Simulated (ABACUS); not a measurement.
Ge:

```
CELL_PARAMETERS angstrom
1.39715 -2.60052 0.00000
1.39715 2.60052 0.00000
0.00000 0.00000 2.69823
ATOMIC_POSITIONS crystal
Ge 0.50000 0.50000 0.00000
```

This isn't the form of Ge at room conditions, which is diamond.

```yaml
Program: ABACUS 3.10.1
Task: single point
Functional: PBE
Potentials_or_basis: PseudoDojo NC SR 0.4.1 PBE standard
Cutoff: 1075 eV
Density_cutoff: 4299 eV
Basis: plane waves
k_mesh: 11 × 11 × 10
Occupations: fermi-dirac, width 0.05 eV
Spin: no spin polarisation
```

On this cell: pressure -0.6 GPa; band gap on the k mesh none (metal or under the smearing width).

The same run follows on a disturbed copy (cell strained at random at fixed volume):

```
CELL_PARAMETERS angstrom
1.36702 -2.63255 0.01333
1.36007 2.62881 0.00776
0.02036 -0.00289 2.73319
ATOMIC_POSITIONS crystal
Ge 0.51761 0.51484 0.99297
```

Task: What does the disturbed cell give?

Result: The energy (extrapolated to zero smearing) moves by +13.6 meV/atom; pressure -0.2 GPa; band gap on the k mesh none (metal or under the smearing width).

Stress tensor (GPa, compression positive):
```
 4.05 -0.09 -0.32
-0.09 -1.52  0.07
-0.32  0.07 -3.00
```
